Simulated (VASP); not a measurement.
# Ti (Im-3m) in VASP: a series of runs

Runs on Ti. Level: PBEsol. Tasks: relaxation of cell and atoms.

Everything below comes from runs of VASP 6.6.1. Logs are shortened: lines on timing, memory, paths and dates and some standing lists are left out, and cuts for length are marked.

**1. Starting point**

It takes space group Im-3m (No. 229, cubic). Conventional cell: a = 3.282 Å, b = 3.282 Å, c = 3.282 Å, α = 90.00°, β = 90.00°, γ = 90.00°. Ti (site symmetry m-3m) has 8 Ti at 2.84 Å as nearest neighbours.

This isn't the form of Ti at room conditions, which is hcp.

**2. Relaxation of cell and atoms, PBEsol**

File INCAR:

```
SYSTEM = Ti
ALGO = Normal
EDIFF = 1E-6
EDIFFG = -0.01
ENCUT = 600
GGA = PS
IBRION = 2
ISIF = 3
ISMEAR = 1
LASPH = .True.
LCHARG = .False.
LREAL = .False.
LWAVE = .False.
NELM = 80
NSW = 90
PREC = Accurate
SIGMA = 0.1
```

File KPOINTS:

```
k-points
0
Gamma
  16 16 16
  0 0 0
```

File POSCAR:

```
Ti
1.0
   -1.6410000000      1.6410000000      1.6410000000
    1.6410000000     -1.6410000000      1.6410000000
    1.6410000000      1.6410000000     -1.6410000000
Ti
1
Direct
    0.0000000000      0.0000000000      0.0000000000
```

Potentials or basis: VASP PAW PBE potentials, release 64 (Ti_sv).

Started as:

```sh
cat potpaw_PBE.64/Ti_sv/POTCAR > POTCAR
mpirun -np 1 vasp_std > vasp.out
```

OUTCAR:

```text
SYSTEM = Ti
   EDIFF = 1E-6
   EDIFFG = -0.01
   ENCUT = 600
   GGA = PS
   IBRION = 2
   ISIF = 3
   ISMEAR = 1
   LASPH = .True.
   LREAL = .False.
   NELM = 80
   NSW = 90
   PREC = Accurate

 ion  position               nearest neighbor table
   1  0.000  0.000  0.000-

  LATTYP: Found a body centered cubic cell.
 ALAT       =     3.2820000000

  Lattice vectors:

 A1 = (  -1.6410000000,   1.6410000000,   1.6410000000)
 A2 = (   1.6410000000,  -1.6410000000,   1.6410000000)
 A3 = (   1.6410000000,   1.6410000000,  -1.6410000000)

Analysis of symmetry for initial positions (statically):
=====================================================================
 Subroutine PRICEL returns:
 Original cell was already a primitive cell.

 Routine SETGRP: Setting up the symmetry group for a
 body centered cubic supercell.

 Subroutine GETGRP returns: Found 48 space group operations
 (whereof 48 operations were pure point group operations)
 out of a pool of 48 trial point group operations.

The static configuration has the point symmetry O_h .

Analysis of symmetry for dynamics (positions and initial velocities):
=====================================================================
 Subroutine PRICEL returns:
 Original cell was already a primitive cell.

 Routine SETGRP: Setting up the symmetry group for a
 body centered cubic supercell.

 Subroutine GETGRP returns: Found 48 space group operations
 (whereof 48 operations were pure point group operations)
 out of a pool of 48 trial point group operations.

The dynamic configuration has the point symmetry O_h .

 Subroutine INISYM returns: Found 48 space group operations
 (whereof 48 operations are pure point group operations),
 and found     1 'primitive' translations

----------------------------------------------------------------------------------------

                                     Primitive cell

  volume of cell :      17.6761

  direct lattice vectors                    reciprocal lattice vectors
    -1.641000000  1.641000000  1.641000000     0.000000000  0.304692261  0.304692261
     1.641000000 -1.641000000  1.641000000     0.304692261  0.000000000  0.304692261
     1.641000000  1.641000000 -1.641000000     0.304692261  0.304692261  0.000000000

  length of vectors
[... 97 lines left out ...]
   IALGO  =     38    algorithm
   IMIX   =      4    mixing-type and parameters
     AMIX     =   0.40;   BMIX     =  1.00
     AMIX_MAG =   1.60;   BMIX_MAG =  1.00
  volume/ion in A,a.u.               =      17.68       119.28
  Fermi-wavevector in a.u.,A,eV,Ry     =   1.438821  2.718977 28.166848  2.070205
  Thomas-Fermi vector in A             =   2.557745
   LORBIT       =      0    0 simple, 1 ext, 2 COOP (PROOUT), +10 PAW based schemes
   GGA     = PS    functional components
   LHFCALC =     F    Hartree Fock is set to
   AEXX    =    0.0000 exact exchange contribution
   IVDW    =     0    specifies the selected vdW correction
   LEPSILON=     F    determine dielectric tensor
   LRPA    =     F    only Hartree local field effects (RPA)
 conjugate gradient relaxation of ions
 non-spin polarized calculation
 Methfessel and Paxton  Order N= 1 SIGMA  =   0.10
  energy-cutoff  :      600.00
  volume of cell :       17.68
 maximum number of plane-waves:       604
   NGX = 11   NGY = 11   NGZ = 11

--------------------------------------- Ionic step        1  -------------------------------------------

 number of electron      12.0000001 magnetization

 Free energy of the ion-electron system (eV)
  ---------------------------------------------------
  ext. energy  EPLUGINS =         0.00000000
  ---------------------------------------------------
  free energy    TOTEN  =        -8.20946212 eV

  energy without entropy =       -8.21117417  energy(sigma->0) =       -8.21003280

------------------------ aborting loop because EDIFF is reached ----------------------------------------

  FORCE on cell =-STRESS in cart. coord.  units (eV):
  Direction    XX          YY          ZZ          XY          YZ          ZX
  --------------------------------------------------------------------------------------
  -------------------------------------------------------------------------------------
  Total       -0.7894325     -0.7894325     -0.7894325     -0.0000000      0.0000000      0.0000000
  in kB      -71.5549763    -71.5549763    -71.5549763     -0.0000000      0.0000000      0.0000000
  external PRESSURE =     -71.5549763 kB  Pullay stress =       0.0000000 kB
[... 57 lines left out ...]
--------------------------------------- Ionic step        3  -------------------------------------------

 number of electron      12.0000001 magnetization

 Free energy of the ion-electron system (eV)
  ---------------------------------------------------
  ext. energy  EPLUGINS =         0.00000000
  ---------------------------------------------------
  free energy    TOTEN  =        -8.23811054 eV

  energy without entropy =       -8.24005625  energy(sigma->0) =       -8.23875911

 E-fermi :   8.5236     XC(G=0): -11.8874

 val. band max:        8.5192175004   @ k =  -0.3750   0.3750   0.1250
 cond. band min:       8.5268149675   @ k =   0.3125   0.1875   0.0625
 fundamental gap:      0.0075974671
 Fermi energy:         8.5236247053

 k-point     1 :       0.0000    0.0000    0.0000
  band No.  band energies     occupation
      1     -47.6750      2.00000
      2     -23.5576      2.00000
      3     -23.5576      2.00000
      4     -23.5576      2.00000
      5       2.4548      2.00000
      6       9.5491     -0.00000
      7       9.5491     -0.00000
      8       9.5491     -0.00000
      9      11.4413      0.00000
     10      11.4413      0.00000
[... 287 lines left out ...]
 k-point    24 :       0.2500    0.1875   -0.0000
  band No.  band energies     occupation
      1     -47.5282      2.00000
      2     -24.1891      2.00000
      3     -23.8131      2.00000
      4     -23.6255      2.00000
      5       6.1650      2.00000
      6       8.1157      2.00000
      7       8.5405      0.71849
      8      11.1109      0.00000
      9      11.8620      0.00000
     10      13.0336      0.00000

 [... further k-points ...]

------------------------ aborting loop because EDIFF is reached ----------------------------------------

  FORCE on cell =-STRESS in cart. coord.  units (eV):
  Direction    XX          YY          ZZ          XY          YZ          ZX
  --------------------------------------------------------------------------------------
  -------------------------------------------------------------------------------------
  Total        0.0014677      0.0014677      0.0014677     -0.0000000      0.0000000     -0.0000000
  in kB        0.1427886      0.1427886      0.1427886     -0.0000000      0.0000000     -0.0000000
  external PRESSURE =       0.1427886 kB  Pullay stress =       0.0000000 kB
[... 16 lines left out ...]
  FREE ENERGIE OF THE ION-ELECTRON SYSTEM (eV)
  ---------------------------------------------------
  free  energy   TOTEN  =        -8.2381105423 eV

  energy  without entropy=       -8.2400562464  energy(sigma->0) =       -8.23875911

 reached required accuracy - stopping structural energy minimisation
```

OSZICAR:

```text
N       E                     dE             d eps       ncg     rms          rms(c)
DAV:   1     0.828682389697E+02    0.82868E+02   -0.75125E+03  2900   0.157E+03
DAV:   2    -0.492815744993E+01   -0.87796E+02   -0.86580E+02  2972   0.331E+02
DAV:   3    -0.926902649341E+01   -0.43409E+01   -0.42640E+01  3896   0.765E+01
[... 27 lines left out ...]
DAV:   5    -0.823750723695E+01   -0.88488E-02   -0.18783E-02  4140   0.732E-01    0.136E-01
DAV:   6    -0.823795702190E+01   -0.44978E-03   -0.81998E-04  3130   0.253E-01    0.511E-02
DAV:   7    -0.823810765491E+01   -0.15063E-03   -0.52041E-04  3938   0.203E-01    0.335E-02
DAV:   8    -0.823811046378E+01   -0.28089E-05   -0.42088E-05  2976   0.693E-02    0.131E-03
DAV:   9    -0.823811054226E+01   -0.78480E-07   -0.58540E-07  1852   0.839E-03
   3 F= -.82381105E+01 E0= -.82387591E+01  d E =-.286484E-01
```

Run time: 40 s. Hardware: 1 thread of Intel Xeon Platinum 8488C (Sapphire Rapids), shared host; peak memory 0.16 GiB.

Results:

```yaml
Free_energy: -8.2381 eV
Relaxed_volume: 16.47 Å³/atom
Relaxed_cell: a = 2.776 Å, b = 2.776 Å, c = 2.776 Å, α = 109.47°, β = 109.47°, γ = 109.47°
Space_group_after_relaxing_to_0.05_Å: Im-3m (No. 229)
Energy_gained_by_relaxing: 28.6 meV/atom
Ionic_steps: 3
Pressure_after_relaxing: 0.0 GPa
Band_gap_on_the_k_mesh: none (metal or under the smearing width)
```

Step by step:
```tsv
step	energy change (eV)	largest force (eV/Å)	pressure (GPa)	volume (Å³)
1	0.0000	0.0000	-7.16	17.68
2	-0.0161	0.0000	5.65	15.73
3	-0.0286	0.0000	0.01	16.47
```

Final structure:
```cif
data_structure
_symmetry_space_group_name_H-M 'P 1'
_symmetry_Int_Tables_number 1
_cell_length_a 2.7760
_cell_length_b 2.7760
_cell_length_c 2.7760
_cell_angle_alpha 109.471
_cell_angle_beta 109.471
_cell_angle_gamma 109.471
_cell_volume 16.47
loop_
_atom_site_label
_atom_site_type_symbol
_atom_site_fract_x
_atom_site_fract_y
_atom_site_fract_z
_atom_site_occupancy
Ti1 Ti 0.00000 0.00000 0.00000 1
```

Caveat: the PAW data sets were made with another functional, which shifts forces and pressure a little.

**3. Relaxation of cell and atoms, PBEsol**

This run uses another cell than the first one, of 16.47 Å³/atom, 0.932 times its volume.

Changes to INCAR since step 2:

```diff
@@ -2,4 +2,4 @@
 ALGO = Normal
-EDIFF = 1E-6
-EDIFFG = -0.01
+EDIFF = 1E-7
+EDIFFG = -0.005
 ENCUT = 600
```

KPOINTS is that of step 2.

File POSCAR:

```
Ti                                      
1.0
   -1.6027497793      1.6027497793      1.6027497793
    1.6027497793     -1.6027497793      1.6027497793
    1.6027497793      1.6027497793     -1.6027497793
  Ti            
     1
Direct
     0.0000000000000000    0.0000000000000000    0.0000000000000000
```

Potentials or basis: VASP PAW PBE potentials, release 64 (Ti_sv).

Started as:

```sh
cat potpaw_PBE.64/Ti_sv/POTCAR > POTCAR
mpirun -np 1 vasp_std > vasp.out
```

Run time: 17 s. Hardware: 1 thread of Intel Xeon Platinum 8488C (Sapphire Rapids), shared host; peak memory 0.15 GiB.

Results (log left out):

```
Free energy             : -8.2375 eV
Pressure after relaxing : 0.0 GPa
Band gap on the k mesh  : none (metal or under the smearing width)
```

Final structure:
```yaml
crystal:
  lattice:
    - [-1.60275, 1.60275, 1.60275]
    - [1.60275, -1.60275, 1.60275]
    - [1.60275, 1.60275, -1.60275]
  atoms:
    - { symbol: Ti, position: [0.00000, 0.00000, 0.00000] }
```

Levels at points of the mesh, in eV from the Fermi level:
```csv
k point,band 3,band 4,band 5,band 6,band 7,band 8,band 9,band 10
"(0.00, 0.00, 0.00)",-32.08,-32.08,-6.07,1.03,1.03,1.03,2.92,2.92
"(0.50, 0.00, 0.00)",-32.33,-32.09,-2.60,-0.47,1.32,2.91,3.29,4.58
"(0.50, 0.50, 0.50)",-32.63,-32.63,-2.29,-2.29,4.20,4.20,4.20,8.79
```

Caveat: the relaxation stopped at its first step, so nothing moved; the PAW data sets were made with another functional, which shifts forces and pressure a little.
